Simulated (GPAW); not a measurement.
The system is Na2S.

```
S Na
1.0
     0.00000    3.27350    3.27350
     3.27350    0.00000    3.27350
     3.27350    3.27350    0.00000
S Na
1 2
Cartesian
  0.0000 0.0000 0.0000
  4.9102 4.9102 4.9102
  1.6367 1.6367 1.6367
```

| Item | Value |
| --- | --- |
| Program | GPAW 26.7.0 |
| Task | relaxation of cell and atoms |
| Functional | PBEsol |
| Dispersion | D3(BJ)+ATM |
| Potentials or basis | PAW data sets generated in the run's folder for this functional |
| Cutoff | 800 eV |
| Basis | pw |
| k mesh | 7 × 7 × 7 |
| Occupations | fermi-dirac, width 0.05 eV |
| Spin | no spin polarisation |

At the start: pressure -2.0 GPa; volume 23.39 Å³/atom.

How do energy, volume and symmetry change on relaxing?

Over 4 steps the energy falls by 9.7 meV/atom and the volume is 21.88 Å³/atom (-6.4 %); space group Fm-3m (No. 225, to 0.05 Å).

The path:
```tsv
step	energy change (eV)	largest force (eV/Å)	pressure (GPa)	volume (Å³)
1	0.0000	0.0000	-1.96	70.16
2	-0.0034	0.0000	-1.85	69.87
3	-0.0287	0.0000	0.18	65.26
4	-0.0290	0.0000	-0.01	65.64
```

Final structure:
```xyz
3
Lattice="0.0000 3.2017 3.2017 3.2017 0.0000 3.2017 3.2017 3.2017 0.0000" Properties=species:S:1:pos:R:3 pbc="T T T"
S     0.0000    0.0000    0.0000
Na    4.8025    4.8025    4.8025
Na    1.6008    1.6008    1.6008
```

Caveat: later steps reuse the first step's grids.
